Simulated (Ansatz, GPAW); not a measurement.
This is a calculation of HfO2 for Ansatz 0.2.0. Measurements of this composition are mostly on another form, of space group No. 14.

Contents of input.yaml:

```yaml
crystal:
  lattice:
    - [0.0, 2.5575, 2.5575]
    - [2.5575, 0.0, 2.5575]
    - [2.5575, 2.5575, 0.0]
  atoms:
    - { symbol: Hf, position: [0.0, 0.0, 0.0] }
    - { symbol: O, position: [0.75, 0.75, 0.75] }
    - { symbol: O, position: [0.25, 0.25, 0.25] }
hamiltonian:
  xc: pbe
  pseudopotentials: { kind: paw }
kpoints:
  mp_grid: { grid: [9, 9, 9] }
scf:
  occupations: { method: gaussian, width: 0.014 }
output:
  forces: true
  stress: true
  eigenvalues: true
  write_density: true
  write_potential: true
  elf: true
  volumetric_format: npy
```

Potentials or basis: Ansatz PAW.

Launch:

```sh
$ ansatz run input.yaml --threads 2 --pin off --max-ram 5632MiB --backend cpu --events-out ev --progress --plain --runs-dir out
```

Task: Set up the same calculation for GPAW 26.7.0 (ASE script). Potentials or basis there: GPAW PAW data sets (gpaw-data 1.2.1), cutoff 800 eV.

Result: As run (cutoffs and basis follow the program's own potentials, and thresholds, step limits or extra output files can differ):

run.py

```python
from ase.dft.bandgap import bandgap
from ase.io import read, write
from ase.units import GPa
from gpaw import GPAW, PW

atoms = read('HfO2.xyz')

calc = GPAW(mode=PW(800),
            xc='PBE',
            kpts={'size': (9, 9, 9), 'gamma': True},
            occupations={'name': 'methfessel-paxton', 'order': 0, 'width': 0.014},
            nbands=24,
            convergence={'density': 1e-05, 'energy': 1e-05},
            maxiter=150,
            txt='gpaw.txt')
atoms.calc = calc
energy = atoms.get_potential_energy()
forces = atoms.get_forces()
stress = atoms.get_stress()
calc.write('gs.gpw')
write('result.traj', atoms)
print(f'Energy: {energy:.6f} eV')
print('Forces (eV/A):')
print(forces.round(4))
print('Stress (GPa):', (stress / GPa).round(3))
print('Fermi level:', round(calc.get_fermi_level(), 4), 'eV')
print(f'Gap: {bandgap(calc)[0]:.4f} eV, direct: {bandgap(calc, direct=True)[0]:.4f} eV')
```

Contents of HfO2.xyz:

```xyz
3
Lattice="0.0000000000 2.5575000000 2.5575000000 2.5575000000 0.0000000000 2.5575000000 2.5575000000 2.5575000000 0.0000000000" Properties=species:S:1:pos:R:3 pbc="T T T"
Hf     0.0000000000      0.0000000000      0.0000000000
O      3.8362500000      3.8362500000      3.8362500000
O      1.2787500000      1.2787500000      1.2787500000
```

Potentials or basis: GPAW PAW data sets (gpaw-data 1.2.1), pw.

The run is started by

```console
$ OMP_NUM_THREADS=1 python run.py
```

Both were run:

|  | Ansatz | GPAW |
| --- | --- | --- |
| Pressure | -2.5 GPa | -2.8 GPa |

Ansatz's pressure holds a Pulay term of +0.86 GPa for its cutoff of 420 eV, which the other run lacks.

The potentials hold 38 and 24 valence electrons a cell.

Where Ansatz's input types no cutoff or centring, it takes its own default and a Γ-centred mesh.

Pressure is positive in compression.
